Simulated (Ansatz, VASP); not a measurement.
**Sn: VASP beside Ansatz**

Contents of INCAR:

```
SYSTEM = Sn
  ALGO = Normal
  EDIFF = 1E-7
  ENCUT = 520
  GGA = PS
  ISIF = 2
  ISMEAR = -1
  LASPH = .TRUE.
  LCHARG = .FALSE.
  LREAL = .FALSE.
  LWAVE = .FALSE.
  NBANDS = 13
  NELM = 80
  PREC = Accurate
  SIGMA = 0.05
```

File KPOINTS:

```
k-points
0
G
  10 10 10
  0 0 0
```

File POSCAR:

```
Sn
1.0
   -1.8779300000      1.8983980000      1.9102480000
    1.8946180000     -1.8698070000      1.8983450000
    1.8874050000      1.8792820000     -1.8816570000
Sn
1
Direct
    0.0096000000      0.0063090000     -0.0032590000
```

Contents of input.yaml:

```yaml
crystal:
  lattice:
    - [-1.87793, 1.898398, 1.910248]
    - [1.894618, -1.869807, 1.898345]
    - [1.887405, 1.879282, -1.881657]
  atoms:
    - { symbol: Sn, position: [0.0096, 0.006309, -0.003259] }
hamiltonian:
  xc: pbesol
  pseudopotentials: { kind: paw }
kpoints:
  mp_grid: { grid: [10, 10, 10] }
scf:
  occupations: { method: fermi_dirac, width: 0.05 }
output:
  forces: true
  stress: true
  eigenvalues: true
```

Change from the starting cell: cell strained at random at fixed volume.

Alike in both runs: task single point; functional PBEsol; k mesh 10 × 10 × 10; occupations fermi-dirac, width 0.05 eV; no spin polarisation.

|  | VASP | Ansatz |
| --- | --- | --- |
| version | VASP 6.6.1 | Ansatz 0.2.0 |
| potentials or method | VASP PAW PBE potentials, release 64 (Sn_d) | Ansatz PAW |
| plane-wave cutoff (eV) | 520 | 420 |
| valence electrons in the cell | 14 | 14 |

|  | VASP | Ansatz | Ansatz less VASP |
| --- | --- | --- | --- |
| gap on the k mesh at the Fermi level (eV) | none | none | - |
| pressure (GPa) | -2.2 | -2.2 | +0.07 |
| largest component of the traceless stress (GPa) | 0.34 | 0.35 | +0.001 |

A gap of «none» marks a metal or a gap that the smearing closes.

Caveats: the PAW data sets were made with another functional, which shifts forces and pressure a little (VASP); the PAW data sets come from PBE, with cores solved anew for the run's functional, which leaves a small shift of forces and pressure (Ansatz).
